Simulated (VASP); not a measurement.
The system is SnO2 (Cassiterite).

```
Sn O
1.0
     4.77140    0.00000    0.00000
     0.00000    4.77140    0.00000
     0.00000    0.00000    3.21659
Sn O
2 4
Direct
  0.00000 0.00000 0.00000
  0.50000 0.50000 0.50000
  0.30626 0.30626 0.00000
  0.19374 0.80626 0.50000
  0.69374 0.69374 0.00000
  0.80626 0.19374 0.50000
```

Base run:

```yaml
Program: VASP 6.6.1
Functional: PBE
Potentials_or_basis: VASP PAW PBE potentials, release 64 (Sn_d, O)
Cutoff: 520 eV
k_mesh: 6 × 6 × 8
Occupations: gaussian, width 0.03 eV
Spin: no spin polarisation
```

Its results: band gap on the k mesh 0.98 eV, direct.

Question: The run is repeated on the same cell with these changes: functional from PBE to TB-mBJ. What comes out?

Answer: Band gap on the k mesh 2.86 eV, direct.

Caveats: spin-orbit coupling is left out, which moves the levels of the heavy elements.
